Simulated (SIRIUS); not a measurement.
# Al (P-1) in SIRIUS: equation of state

Aim: energy against volume of Al in PBE, for its equilibrium volume and stiffness.

Everything below comes from runs of SIRIUS 7.10.0. Logs are shortened: lines on timing, memory, paths and dates and some standing lists are left out, and cuts for length are marked. The log counts tension as positive stress, the text compression.

## 1. Starting point

The typed cell holds 2 atoms: a = 2.881 Å, b = 2.742 Å, c = 4.189 Å, α = 95.60°, β = 75.65°, γ = 109.95°.

This isn't the form of Al at room conditions, which is fcc.

## 2. Single point, PBE, 14.16 Å³/atom (volume scaled by 0.94)

The input, sirius.json:

```json
{
  "control": {
    "processing_unit": "cpu",
    "verbosity": 2,
    "num_bands_to_print": 9,
    "print_forces": true,
    "print_stress": true
  },
  "parameters": {
    "electronic_structure_method": "pseudopotential",
    "xc_functionals": ["XC_GGA_X_PBE", "XC_GGA_C_PBE"],
    "gk_cutoff": 6.4,
    "pw_cutoff": 12.8,
    "ngridk": [10, 10, 7],
    "shiftk": [0, 0, 0],
    "smearing": "fermi_dirac",
    "smearing_width": 0.0018374661,
    "num_bands": 9,
    "num_mag_dims": 0,
    "num_dft_iter": 100,
    "energy_tol": 1e-08,
    "density_tol": 1e-06
  },
  "iterative_solver": {
    "type": "davidson",
    "min_tolerance": 1e-09,
    "tolerance_scale": [0.1, 0.25]
  },
  "mixer": {
    "type": "anderson",
    "beta": 0.7,
    "max_history": 8
  },
  "settings": {
    "tol_ne": 1e-10,
    "pseudo_grid_cutoff": 6.5
  },
  "unit_cell": {
    "lattice_vectors": [
      [-2.603303808093, 3.49079287834, 3.079977330314],
      [2.781401213194, -3.116890620413, 2.884172495818],
      [4.823247057908, 6.046225554083, 0.551999644697]
    ],
    "atom_coordinate_units": "lattice",
    "atom_types": ["Al"],
    "atom_files": {
      "Al": "Al.json"
    },
    "atoms": {
      "Al": [
        [0.00632718, 0.00461273, 0.00702049],
        [0.49367282, 0.49538727, 0.49297951]
      ]
    }
  }
}
```

Potentials or basis: PseudoDojo 0.4.1 PBE standard (scalar relativistic).

On the command line:

```console
> upf_to_json Al.upf
> OMP_NUM_THREADS=1 sirius.scf --input=sirius.json --output=out.json --task=0
```

The log of the run:

```text
[info] SIRIUS version : 7.10.0
[info] number of MPI ranks           : 1
[info] MPI grid                      : 1 1
[info] maximum number of OMP threads : 1
[fft] FFT context for density and potential
[fft] =====================================
[fft]   comm size                             : 1
[fft]   plane wave cutoff                     : 12.8
[fft]   grid size                             : 24 24 36   total : 20736
[fft]   grid limits                           : -11 12   -11 12   -17 18
[fft]   number of G-vectors within the cutoff : 3386
[fft]   local number of G-vectors             : 3386
[fft]   number of G-shells                    : 3386
[fft] FFT context for coarse grid
[fft] =====================================
[fft]   comm size                             : 1
[fft]   plane wave cutoff                     : 12.8
[fft]   grid size                             : 24 24 36   total : 20736
[fft]   grid limits                           : -11 12   -11 12   -17 18
[fft]   number of G-vectors within the cutoff : 3386
[fft]   local number of G-vectors             : 3386
[fft]   number of G-shells                    : 3386
[unit cell] lattice vectors
[unit cell]   a1 :      -2.6033038081      3.4907928783      3.0799773303
[unit cell]   a2 :       2.7814012132     -3.1168906204      2.8841724958
[unit cell]   a3 :       4.8232470579      6.0462255541      0.5519996447
[unit cell] reciprocal lattice vectors
[unit cell]   b1 :      -0.6296739159      0.4067400191      1.0467959002
[unit cell]   b2 :       0.5487068297     -0.5354682187      1.0706764597
[unit cell]   b3 :       0.6464066478      0.5283203956     -0.0524238231
[unit cell] unit cell volume :       191.17640105 [a.u.^3]
[unit cell] 1/sqrt(omega)    :         0.07232407
[unit cell] MT volume        :         0.00000000 ( 0.00%)
[unit cell] IT volume        :       191.17640105 (100.00%)
[unit cell] number of atom types : 1
[unit cell] type id : 0 symbol : Al mt_radius :  18.750000 num_atoms : 2
[unit cell] total number of atoms : 2
[unit cell] number of symmetry classes : 1
[unit cell] number of PAW atoms : 0
[unit cell] atom id  type id  class id             position                      vector_field
[unit cell] ------------------------------------------------------------------------------------------
[unit cell]      0        0        0      0.00633   0.00461   0.00702      0.00000   0.00000   0.00000
[unit cell]      1        0        0      0.49367   0.49539   0.49298      0.00000   0.00000   0.00000
[unit cell] atom id         position (Cartesian, a.u.)
[unit cell] ---------------------------------------------
[unit cell]      0       0.030220    0.050157    0.036667
[unit cell]      1       2.470452    3.159907    3.221408
[unit cell] class id : 0 atom id : 0 1
[unit cell] minimum bond length:     4.508573
[unit cell] total number of pseudo wave-functions: 8
[sym] space group number   : 2
[... 279 lines left out ...]
[find] smearing (-TS)                 :      -0.00027267
[find] SCF correction                 :       0.00000006
[find] Total energy                   :      -4.60862230 (Ha),      -9.21724460 (Ry)
[find] Free energy (E-TS)             :      -4.60889497 (Ha),      -9.21778995 (Ry)
[find] band gap (eV)                  :       0.00000000
[find] Efermi                         :       0.34895149
[find] iteration : 9, RMS : 4.124314864534e-08, energy difference : -2.549604971591e-09
[find] Hartree energy of density residual : 3.224452769621e-13
[find] bands are converged : false
[find] iterative solver converged : true
[find] converged after 10 SCF iterations!
[find] Charges and magnetic moments
[find] --------------------------------------------------------------------------------
[find] total charge          : 6.000000
[find] Energy
[find] --------------------------------------------------------------------------------
[find] valence_eval_sum               :       1.03726918
[find] <rho|V^{XC}>                   :      -2.28162454
[find] <rho|E^{XC}>                   :      -2.25703189
[find] <mag|B^{XC}>                   :       0.00000000
[find] <rho|V^{H}>                    :       0.03232608
[find] one-electron contribution      :       3.28656764 (Ha),       6.57313527 (Ry)
[find] hartree contribution           :       0.01616304
[find] xc contribution                :      -2.25703189
[find] ewald contribution             :      -5.65432114
[find] PAW contribution               :       0.00000000
[find] smearing (-TS)                 :      -0.00027267
[find] SCF correction                 :       0.00000006
[find] Total energy                   :      -4.60862230 (Ha),      -9.21724460 (Ry)
[find] Free energy (E-TS)             :      -4.60889497 (Ha),      -9.21778995 (Ry)
[find] band gap (eV)                  :       0.00000000
[find] Efermi                         :       0.34895149
[ground_state] === stress tensor components [kbar] ===
[ground_state] === stress_kin ===
[ground_state] -1923.394644  -21.276586   22.287651
[ground_state]   -21.276586-1992.182457   -5.203694
[ground_state]    22.287651   -5.203694-1950.217998
[ground_state] === stress_har ===
[ground_state]    -8.366256    7.020277   -4.085831
[ground_state]     7.020277   -7.335452    0.617094
[ground_state]    -4.085831    0.617094   -9.172335
[ground_state] === stress_ewald ===
[ground_state]  2740.038904 -161.666402  120.184032
[ground_state]  -161.666402 2965.028005  361.583921
[ground_state]   120.184032  361.583921 2996.626855
[ground_state] === stress_vloc ===
[ground_state]  -218.140915  118.179573  -85.976617
[ground_state]   118.179573 -459.631461 -310.058096
[ground_state]   -85.976617 -310.058096 -473.485651
[ground_state] === stress_xc ===
[ground_state]    40.405931   -0.438934    0.287269
[ground_state]    -0.438934   41.040049    0.895829
[ground_state]     0.287269    0.895829   41.115648
[ground_state] === stress_core ===
[ground_state]   929.678955    6.548752   -4.858927
[ground_state]     6.548752  923.907248  -10.576799
[ground_state]    -4.858927  -10.576799  922.440145
[ground_state] === stress_nonloc ===
[ground_state] -1790.947097  -61.191345   45.820669
[ground_state]   -61.191345-1744.770394   91.581557
[ground_state]    45.820669   91.581557-1731.117041
[ground_state] === stress_us_nl ===
[ground_state] -1790.947097  -61.191345   45.820669
[ground_state]   -61.191345-1744.770394   91.581557
[ground_state]    45.820669   91.581557-1731.117041
[ground_state] === stress_total ===
[ground_state]  -230.725122 -112.824665   93.658245
[ground_state]  -112.824665 -273.944462  128.839813
[ground_state]    93.658245  128.839813 -203.810377
[ground_state] ==== total Forces in Ha/bohr =====
[ground_state] atom:    0, force:      -0.0080948     -0.0061741      0.0028449
[ground_state] atom:    1, force:       0.0080948      0.0061741     -0.0028449
[ground_state] ==== ultrasoft contribution from Qij =====
[ground_state] atom:    0, force:       0.0000000      0.0000000      0.0000000
[ground_state] atom:    1, force:       0.0000000      0.0000000      0.0000000
[ground_state] ==== non-local contribution from Beta-projector =====
[ground_state] atom:    0, force:      -0.0120138     -0.0091735      0.0013247
[ground_state] atom:    1, force:       0.0120138      0.0091735     -0.0013247
[ground_state] ==== contribution from local potential =====
[ground_state] atom:    0, force:       0.0392978      0.0300355     -0.0020950
[ground_state] atom:    1, force:      -0.0392978     -0.0300355      0.0020950
[ground_state] ==== contribution from core density =====
[ground_state] atom:    0, force:       0.0010227      0.0007630     -0.0000755
[ground_state] atom:    1, force:      -0.0010227     -0.0007630      0.0000755
[ground_state] ==== Ewald forces from ions =====
[ground_state] atom:    0, force:      -0.0364017     -0.0277994      0.0036908
[ground_state] atom:    1, force:       0.0364017      0.0277994     -0.0036908
[~DFT_ground_state] local op. applied: 90406
[~DFT_ground_state] evp. work count: 46291.7
[~DFT_ground_state] number of iterative solver steps: 14862
```

Wall time 52 s (1 thread of Arm Neoverse V1, shared host); peak memory 0.56 GiB.

Results:

```yaml
Free_energy: -125.4144 eV
Pressure: 23.6 GPa
Largest_force: 0.544 eV/Å
Band_gap_on_the_k_mesh: none (metal or under the smearing width)
```

## 3. Single point, PBE, 14.47 Å³/atom (volume scaled by 0.96)

sirius.json, as its differences from that of step 2:

```diff
@@ -39,5 +39,5 @@
     "lattice_vectors": [
-      [-2.603303808093, 3.49079287834, 3.079977330314],
-      [2.781401213194, -3.116890620413, 2.884172495818],
-      [4.823247057908, 6.046225554083, 0.551999644697]
+      [-2.621637537513, 3.515376736889, 3.101668026103],
+      [2.800989190881, -3.13884127751, 2.904484238989],
+      [4.857214705663, 6.088806010187, 0.555887094038]
     ],
```

Potentials or basis: PseudoDojo 0.4.1 PBE standard (scalar relativistic).

On the command line:

```console
> upf_to_json Al.upf
> OMP_NUM_THREADS=1 sirius.scf --input=sirius.json --output=out.json --task=0
```

Wall time 55 s (1 thread of Arm Neoverse V1, shared host); peak memory 0.57 GiB.

It converged, with:

| Item | Value |
| --- | --- |
| Free energy | -125.4971 eV |
| Pressure | 20.4 GPa |
| Largest force | 0.513 eV/Å |
| Band gap on the k mesh | none (metal or under the smearing width) |

## 4. Single point, PBE, 14.77 Å³/atom (volume scaled by 0.98)

sirius.json, as its differences from that of step 3:

```diff
@@ -39,5 +39,5 @@
     "lattice_vectors": [
-      [-2.621637537513, 3.515376736889, 3.101668026103],
-      [2.800989190881, -3.13884127751, 2.904484238989],
-      [4.857214705663, 6.088806010187, 0.555887094038]
+      [-2.639718367721, 3.539621480494, 3.123059516074],
+      [2.820306968158, -3.160489142845, 2.924515797759],
+      [4.890713796582, 6.13079910275, 0.559720919377]
     ],
```

On the command line:

```console
> upf_to_json Al.upf
> OMP_NUM_THREADS=1 sirius.scf --input=sirius.json --output=out.json --task=0
```

It took 54 s on 1 thread of Arm Neoverse V1, shared host; peak memory 0.57 GiB.

The run converged. Its results:

- Free energy: -125.5682 eV
- Pressure: 17.4 GPa
- Largest force: 0.484 eV/Å
- Band gap on the k mesh: none (metal or under the smearing width)

## 5. Single point, PBE, 15.37 Å³/atom (volume scaled by 1.02)

sirius.json, as its differences from that of step 4:

```diff
@@ -39,5 +39,5 @@
     "lattice_vectors": [
-      [-2.639718367721, 3.539621480494, 3.123059516074],
-      [2.820306968158, -3.160489142845, 2.924515797759],
-      [4.890713796582, 6.13079910275, 0.559720919377]
+      [-2.675155057574, 3.587138848177, 3.164984780887],
+      [2.858167955342, -3.202916878653, 2.963775728217],
+      [4.956368796049, 6.21310152905, 0.567234848394]
     ],
```

On the command line:

```console
> upf_to_json Al.upf
> OMP_NUM_THREADS=1 sirius.scf --input=sirius.json --output=out.json --task=0
```

Run time: 56 s. Hardware: 1 thread of Arm Neoverse V1, shared host; peak memory 0.59 GiB.

It converged, with:

```yaml
Free_energy: -125.6796 eV
Pressure: 12.3 GPa
Largest_force: 0.431 eV/Å
Band_gap_on_the_k_mesh: none (metal or under the smearing width)
```

## 6. Single point, PBE, 15.67 Å³/atom (volume scaled by 1.04)

sirius.json, as its differences from that of step 5:

```diff
@@ -39,5 +39,5 @@
     "lattice_vectors": [
-      [-2.675155057574, 3.587138848177, 3.164984780887],
-      [2.858167955342, -3.202916878653, 2.963775728217],
-      [4.956368796049, 6.21310152905, 0.567234848394]
+      [-2.692526681126, 3.610432610353, 3.185537206002],
+      [2.876728007622, -3.223715622955, 2.983021564376],
+      [4.988553910882, 6.253447474719, 0.570918294808]
     ],
```

Potentials or basis: PseudoDojo 0.4.1 PBE standard (scalar relativistic).

On the command line:

```console
> upf_to_json Al.upf
> OMP_NUM_THREADS=1 sirius.scf --input=sirius.json --output=out.json --task=0
```

It took 57 s on 1 thread of Arm Neoverse V1, shared host; peak memory 0.6 GiB.

It converged, with:

```
Free energy            : -125.7216 eV
Pressure               : 10.1 GPa
Largest force          : 0.407 eV/Å
Band gap on the k mesh : none (metal or under the smearing width)
```

## 7. Single point, PBE, 15.97 Å³/atom (volume scaled by 1.06)

sirius.json, as its differences from that of step 6:

```diff
@@ -39,5 +39,5 @@
     "lattice_vectors": [
-      [-2.692526681126, 3.610432610353, 3.185537206002],
-      [2.876728007622, -3.223715622955, 2.983021564376],
-      [4.988553910882, 6.253447474719, 0.570918294808]
+      [-2.709676994883, 3.633429616364, 3.205827798981],
+      [2.89505161, -3.244249397041, 3.00202221405],
+      [5.020328996343, 6.293279424141, 0.574554815165]
     ],
```

On the command line:

```console
> upf_to_json Al.upf
> OMP_NUM_THREADS=1 sirius.scf --input=sirius.json --output=out.json --task=0
```

Run time: 57 s. Hardware: 1 thread of Arm Neoverse V1, shared host; peak memory 0.6 GiB.

It converged, with:

| Item | Value |
| --- | --- |
| Free energy | -125.7557 eV |
| Pressure | 8.1 GPa |
| Largest force | 0.385 eV/Å |
| Band gap on the k mesh | none (metal or under the smearing width) |

## 8. Equation of state, PBE

Potentials or basis: PseudoDojo 0.4.1 PBE standard (scalar relativistic).

This step only gathers the single runs of the series.

Results:

```
Equilibrium volume                        : 17.54 Å³/atom (rough: see the caveat)
Bulk modulus at fixed shape and positions : 71 GPa (rough)
```

Energy against volume, from the lowest point:
| volume (Å³/atom) | energy (meV/atom) |
| --- | --- |
| 14.165 | 170.64 |
| 14.466 | 129.28 |
| 14.767 | 93.73 |
| 15.069 | 63.48 |
| 15.370 | 38.06 |
| 15.672 | 17.04 |
| 15.973 | 0.00 |

Caveat: the minimum lies outside the volumes run; the cell was scaled at fixed shape and fractional positions, which overstates the stiffness of a crystal with free parameters, most of all of layers and chains.
